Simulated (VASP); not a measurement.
# Zr (Im-3m) in VASP: elastic constants with PBEsol

Aim: the elastic constants of Zr with PBEsol.

All numbers are computed with VASP 6.6.1; they aren't measurements. Logs are shortened: lines on timing, memory, paths and dates and some standing lists are left out, and cuts for length are marked.

### 1 Starting point

Symmetry: Im-3m, No. 229, cubic system. Conventional cell: a = 3.582 Å, b = 3.582 Å, c = 3.582 Å, α = 90.00°, β = 90.00°, γ = 90.00°. Around Zr (site symmetry m-3m) lie 8 Zr at 3.10 Å.

This isn't the form of Zr at room conditions, which is hcp.

### 2 Elastic constants, PBEsol

POSCAR reads:

```
Zr
1.0
   -1.7908472700      1.7908472700      1.7908472700
    1.7908472700     -1.7908472700      1.7908472700
    1.7908472700      1.7908472700     -1.7908472700
Zr
1
Direct
    0.0000000000      0.0000000000      0.0000000000
```

INCAR.step1 reads:

```
PREC     = Accurate       # precision mode
ENCUT    = 600            # plane-wave cutoff, eV
EDIFF    = 1E-8           # SCF threshold, eV
ISMEAR   = 0              # smearing method
SIGMA    = 0.1            # smearing width, eV
LREAL    = False          # projectors in reciprocal space
LASPH    = True           # aspherical terms in the spheres
NELM     = 80             # most SCF steps
ALGO     = Fast           # electronic algorithm
ISIF     = 3              # what is computed and relaxed
LWAVE    = False          # write WAVECAR
LCHARG   = False          # write CHGCAR
GGA      = PS             # functional
IBRION   = 2              # ionic algorithm
NSW      = 40             # ionic steps
EDIFFG   = -0.002         # ionic threshold
```

INCAR.step2 reads:

```
PREC     = Accurate       # precision mode
ENCUT    = 600            # plane-wave cutoff, eV
EDIFF    = 1E-8           # SCF threshold, eV
ISMEAR   = 0              # smearing method
SIGMA    = 0.1            # smearing width, eV
LREAL    = False          # projectors in reciprocal space
LASPH    = True           # aspherical terms in the spheres
NELM     = 80             # most SCF steps
ALGO     = Fast           # electronic algorithm
ISIF     = 3              # what is computed and relaxed
LWAVE    = False          # write WAVECAR
LCHARG   = False          # write CHGCAR
GGA      = PS             # functional
IBRION   = 6              # ionic algorithm
NFREE    = 2            
POTIM    = 0.015          # step
NSW      = 1              # ionic steps
```

KPOINTS reads:

```
regular mesh
0
Gamma
  16 16 16
```

Potentials or basis: VASP PAW PBE potentials, release 64 (Zr_sv).

Launch:

```console
> cat potpaw_PBE.64/Zr_sv/POTCAR > POTCAR
> cp INCAR.step1 INCAR
> mpirun -np 1 vasp_std > vasp.out
> cp CONTCAR POSCAR
> cp INCAR.step2 INCAR
> mpirun -np 1 vasp_std > vasp.out
```

OUTCAR:

```text
PREC = Accurate
   ENCUT = 600
   EDIFF = 1E-8
   ISMEAR = 0
   LREAL = False
   LASPH = True
   NELM = 80
   ISIF = 3
   GGA = PS
   IBRION = 6
   NFREE = 2
   POTIM = 0.015
   NSW = 1

 ion  position               nearest neighbor table
   1  0.000  0.000  0.000-

  LATTYP: Found a body centered cubic cell.
 ALAT       =     3.5223211379

  Lattice vectors:

 A1 = (  -1.7611605690,   1.7611605690,   1.7611605690)
 A2 = (   1.7611605690,  -1.7611605690,   1.7611605690)
 A3 = (   1.7611605690,   1.7611605690,  -1.7611605690)

Analysis of symmetry for initial positions (statically):
=====================================================================
 Subroutine PRICEL returns:
 Original cell was already a primitive cell.

 Routine SETGRP: Setting up the symmetry group for a
 body centered cubic supercell.

 Subroutine GETGRP returns: Found 48 space group operations
 (whereof 48 operations were pure point group operations)
 out of a pool of 48 trial point group operations.

The static configuration has the point symmetry O_h .

Analysis of symmetry for dynamics (positions and initial velocities):
=====================================================================
 Subroutine PRICEL returns:
 Original cell was already a primitive cell.

 Routine SETGRP: Setting up the symmetry group for a
 body centered cubic supercell.

 Subroutine GETGRP returns: Found 48 space group operations
 (whereof 48 operations were pure point group operations)
 out of a pool of 48 trial point group operations.

The dynamic configuration has the point symmetry O_h .

 Subroutine INISYM returns: Found 48 space group operations
 (whereof 48 operations are pure point group operations),
 and found     1 'primitive' translations

----------------------------------------------------------------------------------------

                                     Primitive cell

  volume of cell :      21.8503

  direct lattice vectors                    reciprocal lattice vectors
    -1.761160569  1.761160569  1.761160569     0.000000000  0.283903699  0.283903699
     1.761160569 -1.761160569  1.761160569     0.283903699  0.000000000  0.283903699
     1.761160569  1.761160569 -1.761160569     0.283903699  0.283903699  0.000000000

  length of vectors
     3.050419586  3.050419586  3.050419586     0.401500461  0.401500461  0.401500461

  position of ions in fractional coordinates (direct lattice)
     0.000000000  0.000000000  0.000000000

  ion indices of the primitive-cell ions
   primitive index   ion index
                 1           1

----------------------------------------------------------------------------------------

 KPOINTS: regular mesh

Automatic generation of k-mesh.
 Grid dimensions read from file:
 generate k-points for:   16   16   16

 Generating k-lattice:

  Cartesian coordinates                     Fractional coordinates (reciprocal lattice)
     0.000000000  0.017743981  0.017743981     0.062500000  0.000000000  0.000000000
     0.017743981  0.000000000  0.017743981     0.000000000  0.062500000  0.000000000
     0.017743981  0.017743981  0.000000000     0.000000000  0.000000000  0.062500000

  Length of vectors
     0.025093779  0.025093779  0.025093779

  Shift w.r.t. Gamma in fractional coordinates (k-lattice)
     0.000000000  0.000000000  0.000000000

 Subroutine IBZKPT returns following result:
 ===========================================

 Found    145 irreducible k-points:

 Following reciprocal coordinates:
            Coordinates               Weight
  0.000000  0.000000  0.000000      1.000000
  0.062500  0.000000  0.000000     12.000000
  0.125000  0.000000  0.000000     12.000000
  0.187500  0.000000  0.000000     12.000000
  0.250000  0.000000  0.000000     12.000000
[... 62 lines left out ...]
   LORBIT       =      0    0 simple, 1 ext, 2 COOP (PROOUT), +10 PAW based schemes
   GGA     = PS    functional components
   LHFCALC =     F    Hartree Fock is set to
   AEXX    =    0.0000 exact exchange contribution
   IVDW    =     0    specifies the selected vdW correction
   LEPSILON=     F    determine dielectric tensor
   LRPA    =     F    only Hartree local field effects (RPA)
 finite differences with symmetry
 non-spin polarized calculation
 RMM-DIIS sequential band-by-band and
 Gauss-broadening in eV      SIGMA  =   0.10
  energy-cutoff  :      600.00
  volume of cell :       21.85
 maximum number of plane-waves:       737
   NGX = 13   NGY = 13   NGZ = 13

--------------------------------------- Ionic step        1  -------------------------------------------

 number of electron      12.0000000 magnetization

 Free energy of the ion-electron system (eV)
  ---------------------------------------------------
  ext. energy  EPLUGINS =         0.00000000
  ---------------------------------------------------
  free energy    TOTEN  =        -8.99721286 eV

  energy without entropy =       -8.98819621  energy(sigma->0) =       -8.99270454

------------------------ aborting loop because EDIFF is reached ----------------------------------------

  FORCE on cell =-STRESS in cart. coord.  units (eV):
  Direction    XX          YY          ZZ          XY          YZ          ZX
  --------------------------------------------------------------------------------------
  -------------------------------------------------------------------------------------
  Total        0.0165597      0.0165597      0.0165597      0.0000000     -0.0000000      0.0000000
  in kB        1.2142442      1.2142442      1.2142442      0.0000000     -0.0000000      0.0000000
  external PRESSURE =       1.2142442 kB  Pullay stress =       0.0000000 kB
[... 86 lines left out ...]
  FREE ENERGIE OF THE ION-ELECTRON SYSTEM (eV)
  ---------------------------------------------------
  free  energy   TOTEN  =        -9.0177756749 eV

  energy  without entropy=       -9.0091496363  energy(sigma->0) =       -9.01346266

[... ionic steps 4 to 12 ...]

--------------------------------------- Ionic step       13  -------------------------------------------

 number of electron      12.0000000 magnetization

------------------------ aborting loop because EDIFF is reached ----------------------------------------
[... 65 lines left out ...]
--------------------------------------- Ionic step       15  -------------------------------------------

 number of electron      12.0000000 magnetization

 Free energy of the ion-electron system (eV)
  ---------------------------------------------------
  ext. energy  EPLUGINS =         0.00000000
  ---------------------------------------------------
  free energy    TOTEN  =        -9.01900870 eV

  energy without entropy =       -9.00998753  energy(sigma->0) =       -9.01449811

 E-fermi :   9.2818     XC(G=0): -11.4903

 val. band max:        9.2755964320   @ k =   0.1250   0.1250   0.0625
 cond. band min:       9.2896260895   @ k =   0.1875   0.1875   0.0000
 fundamental gap:      0.0140296575
 Fermi energy:         9.2817879478

 k-point     1 :       0.0000    0.0000    0.0000
  band No.  band energies     occupation
      1     -38.9750      2.00000
      2     -16.4073      2.00000
      3     -16.4073      2.00000
      4     -16.4073      2.00000
      5       3.8141      2.00000
      6      10.4407      0.00000
      7      10.4407      0.00000
      8      10.4407      0.00000
      9      13.1028      0.00000
     10      13.1029      0.00000
[... 287 lines left out ...]
 k-point    24 :       0.2500    0.1875    0.0000
  band No.  band energies     occupation
      1     -38.7999      2.00000
      2     -17.3421      2.00000
      3     -16.7917      2.00000
      4     -16.5106      2.00000
      5       7.0495      2.00000
      6       8.7148      2.00000
      7       9.3339      0.46079
      8      12.5587      0.00000
      9      13.8527      0.00000
     10      15.3603      0.00000

 [... further k-points ...]
[... 5 lines left out ...]
  --------------------------------------------------------------------------------------
  -------------------------------------------------------------------------------------
  Total       -0.0022588     -0.0022588     -0.0022588     -0.0000000     -0.0000000      0.0000000
  in kB       -0.1656300     -0.1656300     -0.1656300     -0.0000000     -0.0000000      0.0000000
  external PRESSURE =      -0.1656300 kB  Pullay stress =       0.0000000 kB
[... 16 lines left out ...]
  FREE ENERGIE OF THE ION-ELECTRON SYSTEM (eV)
  ---------------------------------------------------
  free  energy   TOTEN  =        -9.0190086980 eV

  energy  without entropy=       -9.0099875316  energy(sigma->0) =       -9.01449811

 INTERNAL STRAIN TENSORS FROM STRAINED CELLS
 ============================================

 INTERNAL STRAIN TENSOR FOR ION    1 for displacements in x,y,z  (eV/Angst):
          X           Y           Z          XY          YZ          ZX
  --------------------------------------------------------------------------------
  x     0.00000     0.00000    -0.00000    -0.00000    -0.00000     0.00000
  y    -0.00000     0.00000    -0.00000     0.00000     0.00000    -0.00000
  z     0.00000     0.00000     0.00000     0.00000     0.00000     0.00000

 INTERNAL STRAIN TENSORS FROM DISPLACED ATOMS
 ============================================

 INTERNAL STRAIN TENSOR FOR ION    1 for displacements in x,y,z  (eV/Angst):
          X           Y           Z          XY          YZ          ZX
  --------------------------------------------------------------------------------
  x     0.00000     0.00000     0.00000     0.00000     0.00000     0.00000
  y     0.00000     0.00000     0.00000     0.00000     0.00000     0.00000
  z     0.00000     0.00000     0.00000     0.00000     0.00000     0.00000

 Eigenvectors and eigenvalues of the dynamical matrix
 ----------------------------------------------------

   1 f/i=    0.000000 THz     0.000000 2PiTHz    0.000000 cm-1     0.000000 meV
             X         Y         Z           dx          dy          dz
      0.000000  0.000000  0.000000    -0.892122   -0.451794    0.000000

   2 f/i=    0.000000 THz     0.000000 2PiTHz    0.000000 cm-1     0.000000 meV
             X         Y         Z           dx          dy          dz
      0.000000  0.000000  0.000000     0.000000    0.000000    1.000000

   3 f/i=    0.000000 THz     0.000000 2PiTHz    0.000000 cm-1     0.000000 meV
             X         Y         Z           dx          dy          dz
      0.000000  0.000000  0.000000     0.451794   -0.892122    0.000000

--------------------------------------------------------------------------------------------------------

 ELASTIC MODULI CONTR FROM IONIC RELAXATION (kBar)
 Direction    XX          YY          ZZ          XY          YZ          ZX
 --------------------------------------------------------------------------------
 XX           0.0000      0.0000      0.0000      0.0000      0.0000      0.0000
 YY           0.0000      0.0000      0.0000      0.0000      0.0000      0.0000
 ZZ           0.0000      0.0000      0.0000      0.0000      0.0000      0.0000
 XY           0.0000      0.0000      0.0000      0.0000      0.0000      0.0000
 YZ           0.0000      0.0000      0.0000      0.0000      0.0000      0.0000
 ZX           0.0000      0.0000      0.0000      0.0000      0.0000      0.0000
 --------------------------------------------------------------------------------

 TOTAL ELASTIC MODULI (kBar)
 Direction    XX          YY          ZZ          XY          YZ          ZX
 --------------------------------------------------------------------------------
 XX         812.2337    988.5469    988.5469      0.0000      0.0000      0.0000
 YY         988.5469    812.2337    988.5469      0.0000      0.0000      0.0000
 ZZ         988.5469    988.5469    812.2337      0.0000      0.0000      0.0000
 XY           0.0000      0.0000      0.0000    314.2152      0.0000      0.0000
 YZ           0.0000      0.0000      0.0000      0.0000    314.2152      0.0000
 ZX           0.0000      0.0000      0.0000      0.0000      0.0000    314.2152
 --------------------------------------------------------------------------------
```

It took 24 min on 1 thread of AMD EPYC 9R45 (Zen 5), shared host; peak memory 0.57 GiB.

What came out:

```yaml
Relaxed_volume: 21.85 Å³/atom
Relaxed_cell: a = 3.050 Å, b = 3.050 Å, c = 3.050 Å, α = 109.47°, β = 109.47°, γ = 109.47°
Space_group_after_relaxing_to_0.05_Å: Im-3m (No. 229)
Elastic_constants_C11_C12_C44: 81, 99, 31 GPa
Voigt_bulk_modulus: 93 GPa
```

The path:
| step | energy change (eV) | largest force (eV/Å) | pressure (GPa) | volume (Å³) |
| --- | --- | --- | --- | --- |
| 1 | 0.0000 | 0.0000 | -4.32 | 22.97 |
| 2 | -0.0049 | 0.0000 | 4.02 | 20.97 |
| 3 | -0.0157 | 0.0000 | -0.02 | 21.86 |
| 4 | -0.0157 | 0.0000 | 0.07 | 21.83 |
| 5 | -0.0157 | 0.0000 | -0.05 | 21.86 |
| 6 | -0.0157 | 0.0000 | 0.00 | 21.85 |

Final structure:
```yaml
crystal:
  lattice:
    - [-1.76116, 1.76116, 1.76116]
    - [1.76116, -1.76116, 1.76116]
    - [1.76116, 1.76116, -1.76116]
  atoms:
    - { symbol: Zr, position: [0.00000, 0.00000, 0.00000] }
```

Elastic tensor in Voigt notation (GPa, in the Cartesian axes of the cell as first typed):
```
81 99 99  0  0  0
99 81 99  0  0  0
99 99 81  0  0  0
 0  0  0 31  0  0
 0  0  0  0 31  0
 0  0  0  0  0 31
```

Clamped-ion elastic tensor (GPa):
```
81 99 99  0  0  0
99 81 99  0  0  0
99 99 81  0  0  0
 0  0  0 31  0  0
 0  0  0  0 31  0
 0  0  0  0  0 31
```

Caveat: the elastic tensor has a negative eigenvalue, so either the cell is unstable as it stands or the mesh is too thin; the PAW data sets were made with another functional, which shifts forces and pressure a little.
